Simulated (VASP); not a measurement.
Set up this calculation in VASP 6.6.1, as the native input.

```
Task                               : single point
Functional                         : HSE06
Potentials or basis                : VASP PAW PBE potentials, release 64 (W_sv, S)
Cutoff                             : 350 eV
k mesh                             : 2 × 2 × 2
Occupations                        : gaussian, width 0.03 eV
Spin                               : collinear spin, ferromagnetic start
Starting moments                   : [0.0, 0.0, 0.0, 0.0, 0.0, 0.0, 0.0, 0.0, 0.0, 0.0, 0.0, 0.17, 0.17, 0.17, 0.0, 0.0, 0.0, 0.0, 0.0, 0.17, 0.17, 0.17, 0.0] μB
Fixed moment                       : 1 μB
Dq                                 : -1
Grid for exact exchange (PRECFOCK) : Fast
Screening parameter                : 0.2 1/A
Further INCAR settings             : LREAL = Auto; ALGO = Damped; EDIFF = 0.0001; ISYM = -1; NELECT = 195.0
```

Crystal: W7S16 (a cell with a defect).

```
W S
1.0
     6.30640    0.00000    0.00000
    -3.15320    5.46150    0.00000
     0.00000    0.00000   12.32300
W S
7 16
Cartesian
  -1.5082 4.6010 3.0818
  3.1120 1.7823 3.0645
  1.5104 4.5568 3.1029
  1.5742 0.9139 9.2421
  -0.0038 3.6459 9.2489
  4.7283 0.9149 9.2449
  3.1515 3.6461 9.2451
  -0.0025 1.8270 7.6770
  -1.5768 4.5529 7.6748
  3.1535 1.8266 7.6784
  1.5709 4.5542 7.6751
  1.3368 1.0732 1.7324
  -0.0034 3.9252 1.3596
  4.6792 1.0009 1.5806
  3.1605 3.6883 1.5671
  -0.0015 1.8240 10.8133
  -1.5816 4.5596 10.8149
  3.1493 1.8223 10.8157
  1.5761 4.5572 10.8122
  1.7856 0.7853 4.7925
  0.0061 3.3541 4.4145
  4.7280 0.8232 4.6158
  3.1872 3.6434 4.5980
```

The input as run:

POSCAR

```
W7S16                                   
1.0
    6.3064000000      0.0000000000      0.0000000000
   -3.1532000000      5.4615026064      0.0000000000
    0.0000000000      0.0000000000     12.3230000000
  W               S             
     7    16
Direct
     0.1820632679083213    0.8424451043524656    0.2500878015719276
     0.6566307932136140    0.3263343520306722    0.2486778753695550
     0.6566835742250469    0.8343581491562932    0.2517936619324169
     0.3332845257642703    0.1673375626145366    0.7499859640855825
     0.3331791046172321    0.6675693297302623    0.7505395163851368
     0.8335171168091846    0.1675112127821748    0.7502176304099311
     0.8335321268502158    0.6676031752190784    0.7502321025942920
     0.1668636678779216    0.3345185965962717    0.6229777249870081
     0.1667871260892977    0.8336341472712920    0.6228018139517127
     0.6672744403186786    0.3344469779881385    0.6230914968442393
     0.6660264179500385    0.8338665731755198    0.6228298810829455
     0.3102335952468509    0.1965051481446064    0.1405814411913144
     0.3588115919784943    0.7187117332628959    0.1103317904008907
     0.8336024721660196    0.1832668182590987    0.1282664618762918
     0.8388157193064252    0.6753182428968406    0.1271657545192211
     0.1667423909899786    0.3339649032642233    0.8774862746056665
     0.1666382545155524    0.8348690088792784    0.8776230154694372
     0.6662129815801491    0.3336682319223713    0.8776822647041812
     0.6671327329553297    0.8344213824363761    0.8773980422677784
     0.3550353900481163    0.1437892594372022    0.3889062807003747
     0.3080248206423782    0.6141269828625124    0.3582295546126072
     0.8250773693698695    0.1507252162672973    0.3745644133854196
     0.8389425195770047    0.6670978914505983    0.3731222370520626
```

INCAR.step1

```
PREC     = Accurate       # precision mode
ENCUT    = 350            # plane-wave cutoff, eV
EDIFF    = 1E-5           # SCF threshold, eV
ISMEAR   = 0              # smearing method
SIGMA    = 0.03           # smearing width, eV
LREAL    = Auto         
LASPH    = T              # aspherical terms in the spheres
NELM     = 70             # most SCF steps
ALGO     = Normal         # electronic algorithm
ISIF     = 2              # what is computed and relaxed
LWAVE    = T              # write WAVECAR
LCHARG   = F              # write CHGCAR
ISPIN    = 2              # spin polarisation
MAGMOM   = 0 0 0 0 0 0 0 0 0 0 0 0.17 0.17 0.17 0 0 0 0 0 0.17 0.17 0.17 0 # initial moments
LORBIT   = 11             # projections on sites
NUPDOWN  = 1              # fixed moment
LMAXMIX  = 4              # l up to which the mixer works
NELECT   = 195.0        
ISYM     = -1           
TIME     = 0.4          
NKRED    = 2            
GGA      = PE             # functional
KPAR     = 2
```

INCAR.step2

```
PREC     = Accurate       # precision mode
ENCUT    = 350            # plane-wave cutoff, eV
EDIFF    = 1E-4           # SCF threshold, eV
ISMEAR   = 0              # smearing method
SIGMA    = 0.03           # smearing width, eV
LREAL    = Auto         
LASPH    = T              # aspherical terms in the spheres
NELM     = 70             # most SCF steps
ALGO     = Damped         # electronic algorithm
ISIF     = 2              # what is computed and relaxed
LWAVE    = F              # write WAVECAR
LCHARG   = F              # write CHGCAR
ISPIN    = 2              # spin polarisation
MAGMOM   = 0 0 0 0 0 0 0 0 0 0 0 0.17 0.17 0.17 0 0 0 0 0 0.17 0.17 0.17 0 # initial moments
LORBIT   = 11             # projections on sites
NUPDOWN  = 1              # fixed moment
LMAXMIX  = 4              # l up to which the mixer works
GGA      = PE             # functional
LHFCALC  = T              # exact exchange
HFSCREEN = 0.2            # screening, 1/A
PRECFOCK = Fast         
NELECT   = 195.0        
ISYM     = -1           
TIME     = 0.4          
NKRED    = 2            
ISTART   = 1            
KPAR     = 2
```

KPOINTS

```
regular mesh
0
Gamma
  2 2 2
```

Potentials or basis: VASP PAW PBE potentials, release 64 (W_sv, S).

The run is started by

```console
$ cat potpaw_PBE.64/W_sv/POTCAR potpaw_PBE.64/S/POTCAR > POTCAR
$ cp INCAR.step1 INCAR
$ mpirun -np 4 vasp_std > vasp.out
$ cp INCAR.step2 INCAR
$ mpirun -np 4 vasp_std > vasp.out
```

It gave:

```
Largest force                                         : 0.457 eV/Å
Net moment                                            : 1.00 μB per cell
Site moments                                          : W +0.10, +0.14, +0.17, +0.00; S +0.00, -0.00, +0.08, -0.01, +0.07, -0.02 μB
Valence electrons inside the program's atomic spheres : W 12.02, 12.04, 12.05; S 3.73, 3.72, 3.71, 3.70
```

Caveat: the k mesh is coarse (spacing up to 0.58 Å⁻¹), so the values aren't converged, least of all with exact exchange; the PAW data sets were made with another functional, which shifts forces and pressure a little; the total moment is fixed, so each spin has its own Fermi level.

Wall time 57 min on 4 MPI ranks on Intel(R) Xeon(R) Platinum 8488C (Sapphire Rapids), on a shared host, peak memory 0.81 GiB a rank.
